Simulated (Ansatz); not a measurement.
## Wurtzite BeO

Computed with PBE (Ansatz, a program for electronic structure, PAW).

Settings: plane-wave cutoff 500 eV, 10×6×1 k mesh (along the axes of the cell as run), gaussian smearing 0.02 eV, scalar-relativistic PAW data made under PBE.

Cell: relaxed at this level.

- surface energy of the (10-10) face = 1.30 J/m²
- ionisation potential of the slab = 7.06 eV

The slab of 24 atoms is relaxed and unreconstructed.

Computed values are for the static lattice.
